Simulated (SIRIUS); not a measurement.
# SnTe under changes of volume

One of the cells (47.091 Å³/atom); the others are scaled copies at fixed shape and fractional positions:

```
Te Sn
1.0
     0.00000    3.61115    3.61115
     3.61115    0.00000    3.61115
     3.61115    3.61115    0.00000
Te Sn
1 1
Cartesian
  1.8056 1.8056 1.8056
  0.0000 0.0000 0.0000
```

Measurements of this composition are mostly on another form, of space group No. 225.

```yaml
Program: SIRIUS 7.12.0
Functional: LDA
Potentials_or_basis: all-electron FP-LAPW
Cutoff: 149 eV
Basis: apw+lo standard
k_mesh: 7 × 7 × 7
Occupations: fermi-dirac, width 0.05 eV
Spin: no spin polarisation
```

```csv
volume (Å³/atom),energy over the lowest point (meV/atom),gap on the mesh (eV)
44.265,0.00,0.12
45.207,6.04,0.17
46.149,15.11,0.22
47.091,26.40,0.26
48.033,40.96,0.30
48.974,56.89,0.34
49.916,?,?
```

Question: What does the run at 49.916 Å³/atom give?

Answer: Energy over the lowest point 75.16 meV/atom; gap on the mesh 0.38 eV.

Worked out: A Birch-Murnaghan fit of order 3 (a polynomial in V^(-2/3)) to the other rows has its minimum at 43.09 Å³/atom, just outside them, with B0 = V·E''(V) = 29 GPa and B' = 3.9. It gives 75.13 meV/atom at 49.916 Å³/atom, against the run's 75.16. A straight line through the other rows of the gap, of slope 2.16 eV per unit of ln V, extrapolates to 0.38 eV, against the run's 0.38.

Energies are extrapolated to zero smearing.

Caveats: spin-orbit coupling is left out, which moves the levels of the heavy elements; an odd mesh through Γ misses points on the zone boundary, where band edges often lie.
